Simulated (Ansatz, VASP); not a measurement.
## Ta in VASP and in Ansatz

Contents of INCAR:

```
SYSTEM = Ta
PREC = Accurate ; ENCUT = 520
EDIFF = 1E-6 ; ISMEAR = 0
SIGMA = 0.15 ; LREAL = .FALSE.
LASPH = .TRUE. ; NELM = 60
ALGO = Fast ; ISIF = 2
LWAVE = .FALSE. ; LCHARG = .FALSE.
GGA = PE ; NBANDS = 12
```

File KPOINTS:

```
regular mesh
0
G
  18 18 18
  0 0 0
```

Contents of POSCAR:

```
Ta
1.0
   -1.5682119726      1.6594835689      1.4105610336
    1.5682119726     -1.6594835689      1.4105610336
    1.5682119726      1.6594835689     -1.4105610336
Ta
1
Direct
    0.0000000000      0.0000000000      0.0000000000
```

Input for Ansatz:

```yaml
crystal:
  lattice:
    - [-1.5682119726, 1.6594835689, 1.4105610336]
    - [1.5682119726, -1.6594835689, 1.4105610336]
    - [1.5682119726, 1.6594835689, -1.4105610336]
  atoms:
    - { symbol: Ta, position: [0.0, 0.0, 0.0] }
basis:
  ecutwfc: 420
kpoints:
  mp_grid: { grid: [18, 18, 18] }
hamiltonian:
  xc: pbe
  pseudopotentials: { kind: paw, azcp: { folder: soft_1 } }
scf:
  occupations: { method: gaussian, width: 0.15 }
output:
  forces: true
  stress: true
  eigenvalues: true
```

Change from the starting cell: normal strain along x -0.0550, normal strain along z -0.1500.

Alike in both runs: task single point; functional PBE; k mesh 18 × 18 × 18; occupations gaussian, width 0.15 eV; no spin polarisation.

|  | VASP | Ansatz |
| --- | --- | --- |
| version | VASP 6.6.1 | Ansatz 0.2.0 |
| potentials or method | VASP PAW PBE potentials, release 64 (Ta_pv) | scalar-relativistic, plane waves, PAW |
| plane-wave cutoff (eV) | 520 | 420 |
| valence electrons in the cell | 11 | 13 |

VASP gave:

```
gap on the k mesh at the Fermi level (eV)       : none
pressure (GPa)                                  : 67.8
largest component of the traceless stress (GPa) : 16.30
```

Question: Which values does Ansatz return?

Answer: gap on the k mesh at the Fermi level (eV): none; pressure (GPa): 66.9; largest component of the traceless stress (GPa): 16.25.

A gap of «none» marks a metal or a gap that the smearing closes. The two sets of potentials don't hold the same shells in valence.

Caveats: the cell as given lies far from equilibrium; so large a pressure means that the cell lies far from this level's equilibrium, or that cutoff or potentials fall short (VASP). Spin-orbit coupling is left out, which matters for the levels of Ta.
